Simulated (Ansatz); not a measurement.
Start of a relaxation, F put at a bridge C-C site (C, R-3m (No. 166), (1 0 1) face):

```yaml
crystal:
  lattice:
    - [2.45891, 0.00000, 0.00000]
    - [-1.22946, 3.66745, 0.00000]
    - [0.00000, 0.00000, 25.96393]
  atoms:
    - { symbol: C, position: [0.79679, 0.59357, 0.32738] }
    - { symbol: C, position: [0.31560, 0.63119, 0.35419] }
    - { symbol: C, position: [0.35298, 0.70596, 0.40784] }
    - { symbol: C, position: [0.87179, 0.74357, 0.43466] }
    - { symbol: C, position: [0.91146, 0.82292, 0.48871] }
    - { symbol: C, position: [0.43147, 0.86295, 0.51492] }
    - { symbol: C, position: [0.47464, 0.94928, 0.57025] }
    - { symbol: C, position: [0.99379, 0.98759, 0.59350] }
    - { symbol: F, position: [0.73422, 0.96843, 0.63895] }
```

Method: Ansatz, DFT PBEsol, scalar-relativistic, plane waves, PAW. Plane waves to 420 eV, a k mesh through Γ of 12×8×1 on the computed 9-atom cell and Gaussian smearing (0.05 eV); collinear spin from starting moments 0 0 0 0 0 0 0 0 1 μB. The cell repeats along c with a dipole correction in the vacuum.

Atoms 1, 2, 3, 4 (counted from 1) are held. The cell is fixed. Force threshold 0.03 eV/Å.

```tsv
step	E − E_final (eV)	largest force (eV/Å)
1	1.839	6.038
2	0.723	2.889
3	0.265	1.661
4	0.018	0.394
5	0.008	0.230
6	0.000	0.009
7	0.000	0.009
```

Task: What is the final structure?

Result:
```yaml
crystal:
  lattice:
    - [2.45891, 0.00000, 0.00000]
    - [-1.22946, 3.66745, 0.00000]
    - [0.00000, 0.00000, 25.96393]
  atoms:
    - { symbol: C, position: [0.79679, 0.59357, 0.32738] }
    - { symbol: C, position: [0.31560, 0.63119, 0.35419] }
    - { symbol: C, position: [0.35298, 0.70596, 0.40784] }
    - { symbol: C, position: [0.87179, 0.74357, 0.43466] }
    - { symbol: C, position: [0.90888, 0.81698, 0.48866] }
    - { symbol: C, position: [0.42706, 0.85322, 0.51521] }
    - { symbol: C, position: [0.46474, 0.92798, 0.56952] }
    - { symbol: C, position: [0.98274, 0.96388, 0.59496] }
    - { symbol: F, position: [0.01863, 0.03562, 0.64510] }
```

The end is the local minimum or symmetric point that this start leads to. The slab is only 7.0 Å thick, so the energy isn't converged with thickness.

Cost: 1 run of about 10 core-minutes, on AMD EPYC 7R43 (Zen 3) (shared hosts).